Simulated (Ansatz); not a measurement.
Runs of Ansatz 0.2.0 on FeO. It takes space group I4/mmm (No. 139, tetragonal). Conventional cell: a = 3.204 Å, b = 3.204 Å, c = 4.167 Å, α = 90.00°, β = 90.00°, γ = 90.00°. Fe (site symmetry 4/mmm) has 6 O at 2.08 to 2.27 Å as nearest neighbours. O (site symmetry 4/mmm) has 6 Fe at 2.08 to 2.27 Å as nearest neighbours. The cell comes from a database or a generator and needn't be the stable form of this composition.

```tsv
spin	fixed moment (μB)	k mesh	gap on the mesh (eV)	pressure (GPa)	moment (μB)
collinear, ferromagnetic start	0.8	10 × 10 × 10	-	-33.9	0.80
off	-	12 × 12 × 12	none	-37.1	-
collinear, random start	-	12 × 12 × 12	none	-16.1	4.00
collinear, ferromagnetic start	-	12 × 12 × 12	none	-16.1	4.00
collinear, ferromagnetic start	4.5	10 × 10 × 10	-	-6.3	4.50
collinear, ferromagnetic start	3.0	10 × 10 × 10	-	-25.5	3.00
collinear, ferromagnetic start	2.2	10 × 10 × 10	-	-31.1	2.20
collinear, ferromagnetic start	6.0	10 × 10 × 10	-	32.7	6.00
collinear, ferromagnetic start	1.5	10 × 10 × 10	-	-34.3	1.50
collinear, ferromagnetic start	3.8	10 × 10 × 10	-	(a)	3.80
collinear, program default start	0.0	10 × 10 × 10	-	-37.1	0.00
```

Alike in all rows: task single point; level PBEsol; potentials or basis Ansatz PAW; cell as given; cutoff (eV) 420; smearing fermi-dirac 0.05 eV.

**Question.** Estimate the missing entries.

**Answer.** (a) -18.4.

Caveats: the PAW data sets come from PBE, with cores solved anew for the run's functional, which leaves a small shift of forces and pressure; a cell with one magnetic atom can't hold antiferromagnetic order, which such compounds often take (some runs); the total moment is fixed, so each spin has its own Fermi level (some runs); the thresholds are loose for stress (some runs); a pressure of tens of GPa on the cell as given is suspect, and the run, the potentials or the cell itself is likely at fault (some runs); semilocal functionals often make such compounds metallic where correlation or magnetic order opens a gap, which also shifts bond lengths (some runs).

A gap of «none» marks a metal or a gap under the smearing width.
